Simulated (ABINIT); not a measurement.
# Ag (Fm-3m) in ABINIT: notebook, part 2 of 2

ABINIT 10.8.3 (patched build). Earlier steps stand in the parts before.

## (3) Band structure, PBEsol

File run.abi:

```
ndtset 2

pp_dirpath "./"
pseudos "Ag.upf"

acell 2.8888847545 2.8888847545 2.8888847545 Angstrom
rprim
     0.0000000000     0.7071067812     0.7071067812
     0.7071067812     0.0000000000     0.7071067812
     0.7071067812     0.7071067812     0.0000000000
ntypat 1
znucl 47
natom 1
typat 1
xcart
     0.0000000000     0.0000000000     0.0000000000

ecut 41.0

ixc -116133

occopt 3
tsmear 0.05 eV

nstep 100

iomode 3
prtwf 0
prteig 0
prtebands 0
prtden1 1

kptopt1 1
ngkpt1 11 11 11
nshiftk1 1
shiftk1 0.0 0.0 0.0
nband1 14
tolvrs1 1.0e-10

iscf2 -2
getden2 1
nband2 18
nbdbuf2 2
tolwfr2 1.0e-12
kptopt2 -9
ndivsm2 8
prteig2 1
prtvol2 -3
kptbounds2
     0.0000000000     0.0000000000     0.0000000000
     0.5000000000     0.0000000000     0.5000000000
     0.5000000000     0.2500000000     0.7500000000
     0.3750000000     0.3750000000     0.7500000000
     0.0000000000     0.0000000000     0.0000000000
     0.5000000000     0.5000000000     0.5000000000
     0.6250000000     0.2500000000     0.6250000000
     0.5000000000     0.2500000000     0.7500000000
     0.5000000000     0.5000000000     0.5000000000
     0.3750000000     0.3750000000     0.7500000000
```

Potentials or basis: PseudoDojo NC SR PBEsol v0.4.1 standard.

Launch:

```sh
$ abinit run.abi > log 2>&1
```

run.abo:

```text
.Version 10.8.3 of ABINIT
 DATASET    1 : space group Fm -3 m (#225); Bravais cF (face-center cubic)
================================================================================
 Values of the parameters that define the memory need for DATASET  1.
     intxc =       0    ionmov =       0      iscf =       7    lmnmax =       6
     lnmax =       6     mgfft =      32  mpssoang =       3    mqgrid =    3001
     natom =       1  nloc_mem =       1    nspden =       1   nspinor =       1
    nsppol =       1      nsym =      48    n1xccc =    2501    ntypat =       1
    occopt =       3   xclevel =       2
       mpw =        1458          nfft =       32768          nkpt =          56
================================================================================
================================================================================

 DATASET    2 : space group Fm -3 m (#225); Bravais cF (face-center cubic)
================================================================================
[... 1797 lines left out ...]
   1.40822    1.61165
 kpt# 138, nband= 18, wtk=  1.00000, kpt=  0.3839  0.3839  0.7321 (reduced coord)
  -2.98273   -1.64359   -1.64258   -1.64072    0.17550    0.19264    0.24036    0.26256
   0.28267    0.55444    0.56932    0.66365    0.87287    1.00935    1.30177    1.39495
   1.42721    1.61461
 kpt# 139, nband= 18, wtk=  1.00000, kpt=  0.3750  0.3750  0.7500 (reduced coord)
  -2.98272   -1.64370   -1.64250   -1.64078    0.17358    0.18920    0.24471    0.26529
   0.28382    0.54953    0.58502    0.65482    0.86174    1.01053    1.27645    1.40318
   1.44537    1.62113

== END DATASET(S) ==============================================================
================================================================================

 -outvars: echo values of variables after computation  --------
            acell      5.4592009953E+00  5.4592009953E+00  5.4592009953E+00 Bohr
           etotal1    -1.5489827547E+02
            fcart1    -0.0000000000E+00 -0.0000000000E+00 -0.0000000000E+00
            rprim      0.0000000000E+00  7.0710678120E-01  7.0710678120E-01
                       7.0710678120E-01  0.0000000000E+00  7.0710678120E-01
                       7.0710678120E-01  7.0710678120E-01  0.0000000000E+00
           strten1     1.0530813221E-04  1.0530813221E-04  1.0530813221E-04
                       0.0000000000E+00  0.0000000000E+00  0.0000000000E+00
 Calculation completed.
```

It took 56 s on 1 thread of Intel Xeon Platinum 8559C (Emerald Rapids), shared host; peak memory 0.12 GiB.

Results:

- Free energy: -4214.9968 eV
- Pressure: -3.1 GPa
- Band gap on the k mesh: none (metal or under the smearing width)
- Valence electrons inside the program's atomic spheres: Ag 16.33 (radii [1.0584] Å)

Levels at the corners of the path, in eV from the Fermi level:
```tsv
point	band 7	band 8	band 9	band 10	band 11	band 12
Γ	-4.96	-4.96	-3.91	-3.91	15.94	19.47
X	-3.14	-2.90	-2.90	1.33	6.51	10.43
W	-5.25	-3.91	-2.90	5.71	5.71	6.75
K	-4.25	-3.69	-3.19	4.04	5.01	6.91
Γ	-4.96	-4.96	-3.91	-3.91	15.94	19.47
L	-4.98	-3.11	-3.11	-0.68	3.38	15.14
U	-4.25	-3.69	-3.19	4.04	5.01	6.91
W	-5.25	-3.91	-2.90	5.71	5.71	6.75
L	-4.98	-3.11	-3.11	-0.68	3.38	15.14
K	-4.25	-3.69	-3.19	4.04	5.01	6.91
```

## (4) Band structure, LDA, spin-orbit coupling, no magnetisation

File run.abi:

```
# Datasets: ground state, then fixed potential
ndtset 2

# Pseudopotentials
pp_dirpath "./"
pseudos "Ag.hgh"

# Structure
acell 3*1.0 Angstrom
rprim
     0.0000000000     2.0427500000     2.0427500000
     2.0427500000     0.0000000000     2.0427500000
     2.0427500000     2.0427500000     0.0000000000
ntypat 1
znucl 47
natom 1
typat 1
xred
     0.0000000000     0.0000000000     0.0000000000

# Plane-wave basis
ecut 435.382180 eV

# Exchange and correlation
ixc 7

# Bands and occupations
occopt 3
tsmear 0.05 eV

# Spin
nspinor 2
nspden 1
so_psp 1*1

# SCF cycle
nstep 100

# Output
iomode 3
prtwf 0
prteig 0
prtebands 0
prtden1 1

# Dataset 1
kptopt1 1
ngkpt1 11 11 11
nshiftk1 1
shiftk1 0.0 0.0 0.0
nband1 10
tolvrs1 1.0e-10

# Dataset 2: bands along G-X-W-K-G-L-U-W-L-K
iscf2 -2
getden2 1
nband2 18
nbdbuf2 2
tolwfr2 1.0e-12
kptopt2 -9
ndivsm2 6
prteig2 1
prtvol2 -3
kptbounds2
     0.0000000000     0.0000000000     0.0000000000
     0.5000000000     0.0000000000     0.5000000000
     0.5000000000     0.2500000000     0.7500000000
     0.3750000000     0.3750000000     0.7500000000
     0.0000000000     0.0000000000     0.0000000000
     0.5000000000     0.5000000000     0.5000000000
     0.6250000000     0.2500000000     0.6250000000
     0.5000000000     0.2500000000     0.7500000000
     0.5000000000     0.5000000000     0.5000000000
     0.3750000000     0.3750000000     0.7500000000
```

Potentials or basis: HGH LDA.

Launch:

```sh
$ abinit run.abi > log 2>&1
```

Wall time 19 s (1 thread of Intel Xeon Platinum 8559C (Emerald Rapids), shared host); peak memory 0.11 GiB.

The run converged. Its results:

* Free energy: -12.3651 eV
* Pressure: -39.5 GPa
* Band gap on the k mesh: none (metal or under the smearing width)
* Valence electrons inside the program's atomic spheres: Ag 0.20 (radii [1.0584] Å)

Levels at the corners of the path, in eV from the Fermi level:
| point | band 1 | band 2 | band 3 |
| --- | --- | --- | --- |
| Γ | -6.63 | -6.63 | 17.72 |
| X | 3.55 | 3.55 | 6.50 |
| W | 6.71 | 6.71 | 7.05 |
| K | 5.27 | 5.27 | 6.13 |
| Γ | -6.63 | -6.63 | 17.72 |
| L | 0.65 | 0.65 | 3.07 |
| U | 5.27 | 5.27 | 6.13 |
| W | 6.71 | 6.71 | 7.05 |
| L | 0.65 | 0.65 | 3.07 |
| K | 5.27 | 5.27 | 6.13 |

Caveat: a pressure of tens of GPa on the cell as given is suspect, and the run, the potentials or the cell itself is likely at fault; HGH potentials are hard and often keep d shells in the core, so these values are rough.

## (5) Equation of state, RPBE

File run.abi:

```
ndtset 7
getwfk -1
scalecart1 3*0.9795861087
scalecart2 3*0.9864848297
scalecart3 3*0.9932883884
scalecart4 3*1.0000000000
scalecart5 3*1.0066227096
scalecart6 3*1.0131594038
scalecart7 3*1.0196128224

pp_dirpath "./"
pseudos "Ag.GGA_PBE-JTH.xml"

acell 3*1.0
rprim
     0.0000000000     3.8602380411     3.8602380411
     3.8602380411     0.0000000000     3.8602380411
     3.8602380411     3.8602380411     0.0000000000
ntypat 1
znucl 47
natom 1
typat 1
xred
     0.0000000000     0.0000000000     0.0000000000

ecut 17.0
pawecutdg 34.0

kptopt 1
ngkpt 11 11 11
nshiftk 1
shiftk 0.0 0.0 0.0

ixc 15

nband 10
occopt 3
tsmear 0.00183747

nstep 100
tolvrs 1.0e-9

iomode 3
prtwf 1
prtden 0
prteig 0
prtebands 0
enunit 2
```

Potentials or basis: JTH PAW PBE v2.0.

Launch:

```sh
$ abinit run.abi > log 2>&1
```

Wall time 29 s (1 thread of Intel Xeon Platinum 8559C (Emerald Rapids), shared host); peak memory 0.13 GiB.

It converged, with:

```
Equilibrium volume : 18.72 Å³/atom (rough: see the caveat)
Bulk modulus       : 69 GPa (rough)
```

Energy against volume, from the lowest point:
| volume (Å³/atom) | energy (meV/atom) |
| --- | --- |
| 16.025 | 117.62 |
| 16.366 | 83.75 |
| 16.707 | 56.58 |
| 17.048 | 35.29 |
| 17.389 | 19.20 |
| 17.730 | 7.63 |
| 18.071 | 0.00 |

Caveat: pressures at fixed basis lie under the slope of the energies; the minimum lies outside the volumes run; the PAW data sets were made with another functional, which shifts forces and pressure a little.

## (6) For comparison

An earlier run on the cell as given: functional PBE; potentials or basis JTH PAW PBE v2.0; cutoff 463 eV; k mesh 11 × 11 × 11; occupations fermi-dirac, width 0.05 eV; no spin polarisation.

- Pressure: 4.5 GPa
- Band gap on the k mesh: none (metal or under the smearing width)
- Valence electrons inside the program's atomic spheres: Ag 9.82 (radii [1.331] Å)

## (7) Summary

```csv
task,level,potentials or basis,spin,cutoff (eV),fine-grid cutoff,gap on the mesh (eV),pressure (GPa)
band structure,LDA,JTH PAW LDA v2.0,"SOC, no magnetisation",463,925.187 eV,none,-7.7
band structure,PBEsol,PseudoDojo NC SR PBEsol v0.4.1 standard,off,1116,-,none,-3.1
equation of state,RPBE,JTH PAW PBE v2.0,off,463,925.187 eV,-,-
single point,PBE,JTH PAW PBE v2.0,off,463,925.187 eV,none,4.5
```

Alike in all rows: cell as given; k mesh 11 × 11 × 11; smearing fermi-dirac 0.05 eV.

Caveats: pressures at fixed basis lie under the slope of the energies (some runs); the minimum lies outside the volumes run (some runs); the PAW data sets were made with another functional, which shifts forces and pressure a little (some runs).

Total energies depend on the potentials used, so only differences within one code and one set of settings carry meaning.
